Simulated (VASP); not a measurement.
**AlN (strained wurtzite): one r²SCAN single-point calculation in two programs**

```yaml
crystal:
  lattice:
    - [3.10669, 0.00000, 0.00000]
    - [-1.55335, 2.69048, 0.00000]
    - [0.00000, 0.00000, 4.92881]
  atoms:
    - { symbol: Al, position: [0.33333, 0.66667, 0.99574] }
    - { symbol: Al, position: [0.66667, 0.33333, 0.49574] }
    - { symbol: N, position: [0.33333, 0.66667, 0.37926] }
    - { symbol: N, position: [0.66667, 0.33333, 0.87926] }
```

Each program uses its own PAW datasets. VASP's cell holds 16 valence electrons and Ansatz's 16. Ansatz's stress includes a Pulay correction; VASP's doesn't.

Cutoffs: 520 eV in VASP, 500 eV in Ansatz. k meshes: 12×12×6 and 12×12×6.

```
                              VASP   Ansatz
gap between bands v and c  4.96 eV  4.92 eV
         least direct gap  4.96 eV  4.92 eV
                 pressure  1.6 GPa  2.0 GPa
```

Band v is the last that the valence electrons fill when counted band by band, and c is the next. Levels in eV from the top of v, Ansatz:

```csv
point,v−1,v,c,c+1
Γ,-0.32,0.00,4.92,7.46
M,-1.83,-0.78,6.50,6.50
K,-2.48,-2.48,5.70,9.10
A,-0.67,-0.67,7.23,7.23
L,-1.43,-1.43,6.01,6.01
H,-0.83,-0.83,8.18,8.18
```

VASP:

```json
{"point": "Γ", "v−1": "-0.32", "v": "0.00", "c": "4.96", "c+1": "7.47"}
{"point": "M", "v−1": "-1.83", "v": "-0.78", "c": "6.49", "c+1": "6.49"}
{"point": "K", "v−1": "-2.48", "v": "-2.48", "c": "5.69", "c+1": "9.11"}
{"point": "A", "v−1": "-0.67", "v": "-0.67", "c": "7.26", "c+1": "7.26"}
{"point": "L", "v−1": "-1.42", "v": "-1.42", "c": "6.01", "c+1": "6.01"}
{"point": "H", "v−1": "-0.83", "v": "-0.83", "c": "8.18", "c+1": "8.18"}
```
